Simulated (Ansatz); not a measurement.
Runs of Ansatz 0.2.0 on CuO. Symmetry: P4/nmm, No. 129, tetragonal system. The conventional cell has a = 3.175 Å, b = 3.175 Å, c = 4.650 Å, α = 90.00°, β = 90.00°, γ = 90.00°. Cu (site symmetry -4m2) is surrounded by 4 O at 2.02 Å and 4 Cu at 2.25 Å. O (site symmetry 4mm) is surrounded by 4 Cu at 2.02 Å. The cell was built by a generator and needn't be a form met in nature.

```csv
task,level,potentials or basis,cell,k mesh,cutoff (eV),smearing,basis error allowed,mesh quality,gap on the mesh (eV),pressure (GPa),relaxed volume (Å³/atom),largest force (eV/Å)
single point,PBE,"all-electron LAPW, scalar-relativistic",as given,5 × 5 × 4,379,fermi-dirac 0.03 eV,0.002 eV/atom,coarse,none,16.8,-,0.90
electric field gradients,PBE,all-electron PAW datasets made for the crystal,as given,8 × 8 × 6,440,fermi-dirac 0.05 eV,-,not flagged,none,16.8,-,0.90
relaxation of cell and atoms,LDA,"all-electron LAPW, scalar-relativistic",relaxed,6 × 6 × 5,-,fermi-dirac 0.05 eV,0.002 eV/atom,coarse,none,0.0,(a),-
relaxation of cell and atoms,PBEsol,"all-electron LAPW, scalar-relativistic",relaxed,6 × 6 × 5,-,fermi-dirac 0.05 eV,0.002 eV/atom,coarse,none,0.0,12.17,-
density of states,PBE,all-electron PAW datasets made for the crystal,as given,8 × 8 × 6,440,fermi-dirac 0.05 eV,-,not flagged,none,16.8,-,0.90
```

Alike in all rows: no spin polarisation.

Task: Estimate the missing entries.

Result: (a) 11.19.

Caveats: some runs use coarse meshes; the run has no spin polarisation, though such a crystal can be magnetic; semilocal functionals often make such compounds metallic where correlation or magnetic order opens a gap, which also shifts bond lengths; the k mesh is thin for a metal, which can move the energy by tens of meV per atom (some runs); so large a pressure means that the cell lies far from this level's equilibrium, or that cutoff or potentials fall short (some runs); the program warned that the printed levels may be off, so bands, gaps and densities of states are rough (some runs); the density of states is complete only up to the lowest level of the last band computed (some runs).

A gap of «none» marks a metal or a gap under the smearing width.

The runs don't all hold the same shells in valence.
